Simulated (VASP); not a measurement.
Here is a VASP 6.6.1 calculation.

File INCAR:

```
AGGAC = 1.0
AGGAX = 1.0
ALDAC = 0.0
ALDAX = 1.0
ALGO = Normal
EDIFF = 1E-6
ENCUT = 520
GGA = B5
ISIF = 2
ISMEAR = -1
LASPH = True
LCHARG = False
LREAL = False
LWAVE = False
NBANDS = 14
NELM = 80
PREC = Accurate
SIGMA = 0.1
```

File KPOINTS:

```
k-points
0
Gamma
  16 16 16
```

The input POSCAR:

```
Rh
1.0
   -1.6052392952      1.6052392952      1.6052392952
    1.6052392952     -1.6052392952      1.6052392952
    1.6052392952      1.6052392952     -1.6052392952
Rh
1
Direct
    0.0000000000      0.0000000000      0.0000000000
```

Potentials or basis: VASP PAW PBE potentials, release 64 (Rh_pv).

Command:

```sh
$ cat potpaw_PBE.64/Rh_pv/POTCAR > POTCAR
$ mpirun -np 1 vasp_std > vasp.out
```

(1) Predict the band gap on the k mesh.

(2) Predict the pressure.

Results:

(1) none (metal or under the smearing width).

(2) -11.7 GPa.

Caveat: the PAW data sets were made with another functional, which shifts forces and pressure a little.
